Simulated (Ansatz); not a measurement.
**W: moving W off its site**

W, Im-3m, a = 3.195 Å (as given, not relaxed at this level: -3.1 GPa). Ansatz: PBE, PAW, 420 eV, Γ-centred 10×10×10 mesh on 8 atoms, Gaussian smearing 0.15 eV; no spin polarisation.

```
CELL_PARAMETERS angstrom
-3.19460 -3.19460 3.19460
-3.19460 3.19460 -3.19460
3.19460 -3.19460 -3.19460
ATOMIC_POSITIONS crystal
W 0.50000 0.50000 0.50000
W 0.00000 0.50000 0.50000
W 0.50000 0.00000 0.50000
W 0.00000 0.00000 0.50000
W 0.50000 0.50000 0.00000
W 0.00000 0.50000 0.00000
W 0.50000 0.00000 0.00000
W 0.00000 0.00000 0.00000
```

Atom 1 (W) moves by x along the unit vector (0.577, 0.577, -0.577), with its periodic images; all else is held. y is the free energy of the cell over the start, F the force along the path summed over the moved atoms. Symmetry makes y even in x.

```
  x (Å) y (meV) F (eV/Å)
-0.2000    325.4      3.20
-0.0667     36.8      1.10
 0.0000      0.0      0.00
 0.0333      9.2     -0.55
 0.1000        ?         ?
 0.1333    146.0     -2.17
 0.1667    227.3     -2.69
```

Fit y = c2 x² + c4 x⁴ to the energies of the other rows, give the force constant, and predict energy and force of the missing row.

Least squares on the rows shown. y = 8282.3 x² − 3686.8 x⁴. The force constant is 2 c2 = 16.6 eV/Å², for the cell as given, at -3.1 GPa (for all images moving together, not for a lone atom). The force −dy/dx at the missing row is -1.64 eV/Å (computed -1.64). At x = 0.1000 the fit asked for gives 82.5 meV. The run gave 82.4 meV, so the fit is 0.1 meV too high, a small miss on the scale of the series.

Spin–orbit coupling is left out, which can shift energies with elements as heavy as these.

Cost: 7 runs of about 13 core-minutes in all, on Intel Xeon Processor @ 2.50GHz (Skylake/Cascade Lake) (shared hosts).